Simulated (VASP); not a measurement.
# AlN (P6_3mc) in VASP: a series of runs

Runs on AlN. Level: PBE. Tasks: single point, relaxation of cell and atoms.

All numbers are computed with VASP 6.6.1; they aren't measurements. Logs are shortened: lines on timing, memory, paths and dates and some standing lists are left out, and cuts for length are marked.

**Experimental background.**

From “Structural and optical properties of self-assembled AlN nanowires grown on SiO2/Si substrates by molecular beam epitaxy”, 2024, arxiv:2402.00216, for a bulk crystal of AlN at 0 K: band gap 6.0343 eV (an exciton energy, a little under the gap).

“Self-assembly of well-separated AlN nanowires directly on sputtered metallic TiN films”, 2019, arxiv:1910.07391 quotes, for a bulk crystal of AlN at 10 K: band gap 6.034 eV (an exciton energy, a little under the gap).

The runs below are set against these values where they give the same quantity.

### Step 1. The crystal as given

Symmetry: P6_3mc, No. 186, hexagonal system. The conventional cell has a = 3.130 Å, b = 3.130 Å, c = 5.018 Å, α = 90.00°, β = 90.00°, γ = 120.00°. Around Al (site symmetry 3m) lie 4 N at 1.90 to 1.91 Å. N (site symmetry 3m) has 4 Al at 1.90 to 1.91 Å as nearest neighbours.

### Step 2. Single point, PBE

Contents of INCAR:

```
ALGO = Normal
EDIFF = 1E-7
ENCUT = 520
GGA = PE
ISIF = 2
ISMEAR = 0
LASPH = True
LCHARG = False
LREAL = False
LWAVE = False
NBANDS = 16
NELM = 60
PREC = Accurate
SIGMA = 0.01
```

Contents of KPOINTS:

```
k-points
0
Gamma
  9 9 6
```

Contents of POSCAR:

```
AlN
1.0
    3.1302455679      0.0000000000      0.0000000000
   -1.5651227839      2.7108721819      0.0000000000
    0.0000000000      0.0000000000      5.0179604228
Al N
2 2
Direct
    0.3333333333      0.6666666667     -0.0007713538
    0.6666666667      0.3333333333      0.4992286462
    0.3333333333      0.6666666667      0.3807713538
    0.6666666667      0.3333333333      0.8807713538
```

Potentials or basis: VASP PAW PBE potentials, release 64 (Al, N).

Command:

```
$ cat potpaw_PBE.64/Al/POTCAR potpaw_PBE.64/N/POTCAR > POTCAR
$ mpirun -np 1 vasp_std > vasp.out
```

OUTCAR:

```text
EDIFF = 1E-7
   ENCUT = 520
   GGA = PE
   ISIF = 2
   ISMEAR = 0
   LASPH = True
   LREAL = False
   NELM = 60
   PREC = Accurate

 ion  position               nearest neighbor table
   1  0.333  0.667  0.999-   4 1.90   4 1.90   4 1.90   3 1.91   2 3.09   2 3.09   2 3.09   2 3.09
                             2 3.09   2 3.09
   2  0.667  0.333  0.499-   3 1.90   3 1.90   3 1.90   4 1.91   1 3.09   1 3.09   1 3.09   1 3.09
                             1 3.09   1 3.09
   3  0.333  0.667  0.381-   2 1.90   2 1.90   2 1.90   1 1.91
   4  0.667  0.333  0.881-   1 1.90   1 1.90   1 1.90   2 1.91

  LATTYP: Found a hexagonal cell.
 ALAT       =     3.1302455679
 C/A-ratio  =     1.6030564740

  Lattice vectors:

 A1 = (   3.1302455679,   0.0000000000,   0.0000000000)
 A2 = (  -1.5651227839,   2.7108721819,   0.0000000000)
 A3 = (   0.0000000000,   0.0000000000,   5.0179604228)

Analysis of symmetry for initial positions (statically):
=====================================================================
 Subroutine PRICEL returns:
 Original cell was already a primitive cell.

 Routine SETGRP: Setting up the symmetry group for a
 hexagonal supercell.

 Subroutine GETGRP returns: Found 12 space group operations
 (whereof  6 operations were pure point group operations)
 out of a pool of 24 trial point group operations.

The static configuration has the point symmetry C_3v.
 The point group associated with its full space group is C_6v.

Analysis of symmetry for dynamics (positions and initial velocities):
=====================================================================
 Subroutine PRICEL returns:
 Original cell was already a primitive cell.

 Routine SETGRP: Setting up the symmetry group for a
 hexagonal supercell.

 Subroutine GETGRP returns: Found 12 space group operations
 (whereof  6 operations were pure point group operations)
 out of a pool of 24 trial point group operations.

The dynamic configuration has the point symmetry C_3v.
 The point group associated with its full space group is C_6v.

 Subroutine INISYM returns: Found 12 space group operations
 (whereof  6 operations are pure point group operations),
 and found     1 'primitive' translations

----------------------------------------------------------------------------------------

                                     Primitive cell

  volume of cell :      42.5809

  direct lattice vectors                    reciprocal lattice vectors
     3.130245568  0.000000000  0.000000000     0.319463754  0.184442484  0.000000000
    -1.565122784  2.710872182  0.000000000     0.000000000  0.368884969  0.000000000
     0.000000000  0.000000000  5.017960423     0.000000000  0.000000000  0.199284154

  length of vectors
     3.130245568  3.130245568  5.017960423     0.368884969  0.368884969  0.199284154

  position of ions in fractional coordinates (direct lattice)
     0.333333333  0.666666667  0.999228646
     0.666666667  0.333333333  0.499228646
     0.333333333  0.666666667  0.380771354
     0.666666667  0.333333333  0.880771354

  ion indices of the primitive-cell ions
   primitive index   ion index
                 1           1
                 2           2
                 3           3
                 4           4

----------------------------------------------------------------------------------------

 KPOINTS: k-points

Automatic generation of k-mesh.
 Grid dimensions read from file:
 generate k-points for:    9    9    6

 Generating k-lattice:

  Cartesian coordinates                     Fractional coordinates (reciprocal lattice)
     0.035495973  0.020493609  0.000000000     0.111111111  0.000000000  0.000000000
     0.000000000  0.040987219  0.000000000     0.000000000  0.111111111  0.000000000
     0.000000000  0.000000000  0.033214026     0.000000000  0.000000000  0.166666667

  Length of vectors
     0.040987219  0.040987219  0.033214026

  Shift w.r.t. Gamma in fractional coordinates (k-lattice)
     0.000000000  0.000000000  0.000000000

 Subroutine IBZKPT returns following result:
 ===========================================

 Found     48 irreducible k-points:

 Following reciprocal coordinates:
            Coordinates               Weight
  0.000000  0.000000  0.000000      1.000000
  0.111111  0.000000  0.000000      6.000000
  0.222222 -0.000000  0.000000      6.000000
  0.333333 -0.000000  0.000000      6.000000
  0.444444 -0.000000  0.000000      6.000000
  0.111111  0.111111  0.000000      6.000000
[... 16 lines left out ...]
  0.333333  0.222222  0.166667     24.000000
  0.333333  0.333333  0.166667      4.000000
 [... further k-points ...]
   k-points           NKPTS =     48   k-points in BZ     NKDIM =     48   number of bands    NBANDS=     16
   number of dos      NEDOS =    301   number of ions     NIONS =      4
   total plane-waves  NPLWV =  23040
   dimension x,y,z NGX =    24 NGY =   24 NGZ =   40
   dimension x,y,z NGXF=    48 NGYF=   48 NGZF=   80
   ions per type =               2   2
   NGX,Y,Z   is equivalent  to a cutoff of  12.75, 12.75, 13.25 a.u.
   NGXF,Y,Z  is equivalent  to a cutoff of  25.49, 25.49, 26.50 a.u.
 SYSTEM =  unknown system
   PREC   = accura    normal or accurate (medium, high low for compatibility)
   ISTART =      0    job   : 0-new  1-cont  2-samecut
   ICHARG =      2    charge: 1-file 2-atom 10-const
   ISPIN  =      1    spin polarized calculation?
   LNONCOLLINEAR =      F non collinear calculations
   LSORBIT =      F    spin-orbit coupling
   LASPH  =      T    aspherical Exc in radial PAW
   ENCUT  =  520.0 eV  38.22 Ry    6.18 a.u.   5.82  5.82  9.33*2*pi/ulx,y,z
   NELM   =     60;   NELMIN=  2; NELMDL= -5     # of ELM steps
   EDIFF  = 0.1E-06   stopping-criterion for ELM
   LREAL  =      F    real-space projection
   EDIFFG = 0.1E-05   stopping-criterion for IOM
   NSW    =      0    number of steps for IOM
   IBRION =     -1    ionic relax: 0-MD 1-quasi-New 2-CG
   NFREE  =      0    steps in history (QN), initial steepest desc. (CG)
   ISIF   =      2    stress and relaxation
   ISYM   =      2    0-nonsym 1-usesym 2-fastsym
   POTIM  = 0.5000    time-step for ionic-motion
   TEBEG  =    0.0;   TEEND  =   0.0 temperature during run
   PSTRESS=    0.0 pullay stress
   NELECT =      16.0000    total number of electrons
   NUPDOWN=      -1.0000    fix difference up-down
   EMIN   =  10.00;   EMAX   =-10.00  energy-range for DOS
   EFERMI =   0.00;   METHOD = LEGACY
   ISMEAR =     0;   SIGMA  =   0.01  broadening in eV -4-tet -1-fermi 0-gaus
   EFERMI_NEDOS =   21; number of points for ismear=-14 and -15
   IALGO  =     38    algorithm
   IMIX   =      4    mixing-type and parameters
     AMIX     =   0.40;   BMIX     =  1.00
     AMIX_MAG =   1.60;   BMIX_MAG =  1.00
  volume/ion in A,a.u.               =      10.65        71.84
  Fermi-wavevector in a.u.,A,eV,Ry     =   1.181345  2.232418 18.987951  1.395575
  Thomas-Fermi vector in A             =   2.317620
   LORBIT       =      0    0 simple, 1 ext, 2 COOP (PROOUT), +10 PAW based schemes
   GGA     = PE    functional components
   LHFCALC =     F    Hartree Fock is set to
   AEXX    =    0.0000 exact exchange contribution
   IVDW    =     0    specifies the selected vdW correction
   LEPSILON=     F    determine dielectric tensor
   LRPA    =     F    only Hartree local field effects (RPA)
 non-spin polarized calculation
 Gauss-broadening in eV      SIGMA  =   0.01
  energy-cutoff  :      520.00
  volume of cell :       42.58
 maximum number of plane-waves:      1170
 NGX is ok and might be reduce to    24
   NGX = 11   NGY = 11   NGZ = 19

 number of electron      15.9999998 magnetization

 Free energy of the ion-electron system (eV)
  ---------------------------------------------------
  ext. energy  EPLUGINS =         0.00000000
  ---------------------------------------------------
  free energy    TOTEN  =       -29.78048693 eV

  energy without entropy =      -29.78048693  energy(sigma->0) =      -29.78048693

 E-fermi :   6.0366     XC(G=0): -10.8269

 val. band max:        5.9645007081   @ k =   0.0000   0.0000   0.0000
 cond. band min:      10.0074454292   @ k =   0.0000   0.0000   0.0000
 fundamental gap:      4.0429447210
 Fermi energy:         6.0366286231

 k-point     1 :       0.0000    0.0000    0.0000
  band No.  band energies     occupation
      1      -9.1031      2.00000
      2      -7.0203      2.00000
      3       0.0589      2.00000
      4       5.1190      2.00000
      5       5.1190      2.00000
      6       5.7616      2.00000
[... 8 lines left out ...]
     15      18.9293      0.00000
     16      18.9293      0.00000

 k-point     2 :       0.1111    0.0000    0.0000
  band No.  band energies     occupation
      1      -8.9500      2.00000
      2      -6.9345      2.00000
      3       0.2429      2.00000
      4       4.4222      2.00000
      5       4.9253      2.00000
      6       5.0813      2.00000
[... 8 lines left out ...]
     15      18.8010      0.00000
     16      18.9658      0.00000

 k-point     3 :       0.2222   -0.0000    0.0000
  band No.  band energies     occupation
      1      -8.5156      2.00000
      2      -6.7199      2.00000
      3       0.7768      2.00000
      4       2.9404      2.00000
      5       3.8355      2.00000
      6       4.5256      2.00000
[... 8 lines left out ...]
     15      17.9671      0.00000
     16      18.7758      0.00000
[... 362 lines left out ...]
 k-point    23 :       0.3333    0.2222    0.1667
  band No.  band energies     occupation
      1      -6.9924      2.00000
      2      -6.5144      2.00000
      3       1.0410      2.00000
      4       1.6989      2.00000
      5       2.5109      2.00000
      6       3.5108      2.00000
[... 8 lines left out ...]
     15      18.5946      0.00000
     16      20.5489      0.00000

 k-point    24 :       0.3333    0.3333    0.1667
  band No.  band energies     occupation
      1      -6.6621      2.00000
      2      -6.6621      2.00000
      3       1.3513      2.00000
      4       1.8328      2.00000
      5       1.8328      2.00000
      6       3.3227      2.00000
[... 8 lines left out ...]
     15      18.9136      0.00000
     16      20.7953      0.00000

 [... further k-points ...]

------------------------ aborting loop because EDIFF is reached ----------------------------------------

  FORCE on cell =-STRESS in cart. coord.  units (eV):
  Direction    XX          YY          ZZ          XY          YZ          ZX
  --------------------------------------------------------------------------------------
  -------------------------------------------------------------------------------------
  Total       -0.0758710     -0.0758710     -0.0585341     -0.0000000     -0.0000000      0.0000000
  in kB       -2.8547731     -2.8547731     -2.2024455     -0.0000000     -0.0000000      0.0000000
  external PRESSURE =      -2.6373306 kB  Pullay stress =       0.0000000 kB

 VOLUME and BASIS-vectors are now :
 -----------------------------------------------------------------------------
  energy-cutoff  :      520.00
  volume of cell :       42.58
      direct lattice vectors                 reciprocal lattice vectors
     3.130245568  0.000000000  0.000000000     0.319463754  0.184442484  0.000000000
    -1.565122784  2.710872182  0.000000000     0.000000000  0.368884969  0.000000000
     0.000000000  0.000000000  5.017960423     0.000000000  0.000000000  0.199284154

 POSITION                                       TOTAL-FORCE (eV/Angst)
 -----------------------------------------------------------------------------------
     -0.00000      1.80725      5.01409        -0.000000      0.000000      0.000648
      1.56512      0.90362      2.50511         0.000000     -0.000000      0.000648
     -0.00000      1.80725      1.91070         0.000000     -0.000000     -0.000648
      1.56512      0.90362      4.41968         0.000000      0.000000     -0.000648
 -----------------------------------------------------------------------------------
    total drift:                               -0.000000     -0.000000      0.000531

  FREE ENERGIE OF THE ION-ELECTRON SYSTEM (eV)
  ---------------------------------------------------
  free  energy   TOTEN  =       -29.7804869307 eV

  energy  without entropy=      -29.7804869307  energy(sigma->0) =      -29.78048693
```

Run time: 32 s. Hardware: 1 thread of Intel Xeon Platinum 8375C at 2.90GHz (Ice Lake), shared host; peak memory 0.16 GiB.

What came out:

- Free energy: -29.7805 eV
- Pressure: -0.3 GPa
- Band gap on the k mesh: 4.04 eV, direct

Levels at points of the mesh, in eV from the valence-band top:
```csv
k point,band 5,band 6,band 7,band 8,band 9,band 10,band 11,band 12
"(0.00, 0.00, 0.00)",-0.85,-0.20,-0.20,0.00,4.04,6.51,10.46,11.03
"(0.00, 0.00, 0.50)",-0.53,-0.53,-0.53,-0.53,6.31,6.31,10.16,10.16
```

### Step 3. Single point, PBE

Contents of INCAR:

```
SYSTEM = AlN
  ALGO = Normal
  EDIFF = 1E-7
  ENCUT = 520
  GGA = PE
  ISIF = 2
  ISMEAR = 0
  LASPH = .True.
  LCHARG = .False.
  LREAL = .False.
  LWAVE = .False.
  NBANDS = 16
  NELM = 100
  PREC = Accurate
  SIGMA = 0.02
```

Contents of KPOINTS:

```
k-points
0
Gamma
  9 9 6
  0 0 0
```

Contents of POSCAR:

```
AlN
1.0
    3.1302455680      0.0000000000      0.0000000000
   -1.5651227840      2.7108721819      0.0000000000
    0.0000000000      0.0000000000      5.0179604227
Al N
2 2
Direct
    0.3333333333      0.6666666667     -0.0007713538
    0.6666666667      0.3333333333      0.4992286462
    0.3333333333      0.6666666667      0.3807713538
    0.6666666667      0.3333333333      0.8807713538
```

Potentials or basis: VASP PAW PBE potentials, release 64 (Al, N).

Command:

```
$ cat potpaw_PBE.64/Al/POTCAR potpaw_PBE.64/N/POTCAR > POTCAR
$ mpirun -np 1 vasp_std > vasp.out
```

It took 17 s on 1 thread of AMD EPYC 9R45 (Zen 5), shared host; peak memory 0.14 GiB.

Results (log left out):

* Free energy: -29.7805 eV
* Pressure: -0.3 GPa
* Band gap on the k mesh: 4.04 eV, direct

Levels at points of the mesh, in eV from the valence-band top:
```csv
k point,band 4,band 5,band 6,band 7,band 8,band 9,band 10,band 11,band 12,band 13
"(0.00, 0.00, 0.00)",-0.85,-0.85,-0.20,-0.20,0.00,4.04,6.51,10.46,11.03,11.03
"(0.00, 0.00, 0.50)",-3.30,-0.53,-0.53,-0.53,-0.53,6.31,6.31,10.16,10.16,11.34
```

(Continued in part 2 of 2.)
